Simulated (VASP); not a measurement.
**Al: single point with LDA**

Al:

```
Al
1.0
     0.00000    1.93069    1.93069
     1.93069    0.00000    1.93069
     1.93069    1.93069    0.00000
Al
1
Direct
  0.00000 0.00000 0.00000
```

The cell isn't the ideal one: a relaxed cell with its volume scaled by 0.91.

```json
{
 "Program": "VASP 6.6.1",
 "Task": "single point",
 "Functional": "LDA",
 "Potentials or basis": "VASP PAW LDA potentials, release 64 (Al)",
 "Cutoff": "520 eV",
 "k mesh": "18 × 18 × 18",
 "Occupations": "gaussian, width 0.1 eV",
 "Spin": "no spin polarisation"
}
```

```
Pressure               : 9.7 GPa
Band gap on the k mesh : none (metal or under the smearing width)
```

Levels at points of the mesh, in eV from the Fermi level:
```tsv
k point	band 1	band 2	band 3	band 4	band 5
(0.00, 0.00, 0.00)	-12.07	13.34	13.34	13.34	15.77
(0.50, 0.00, 0.00)	-5.10	-4.58	12.08	12.08	12.77
(0.50, 0.50, 0.00)	-3.23	-1.66	5.32	6.21	6.21
```

Wall time 3.8 s on 1 thread of Intel(R) Xeon(R) 6975P-C (Granite Rapids), with other jobs on the host, peak memory 0.12 GiB.
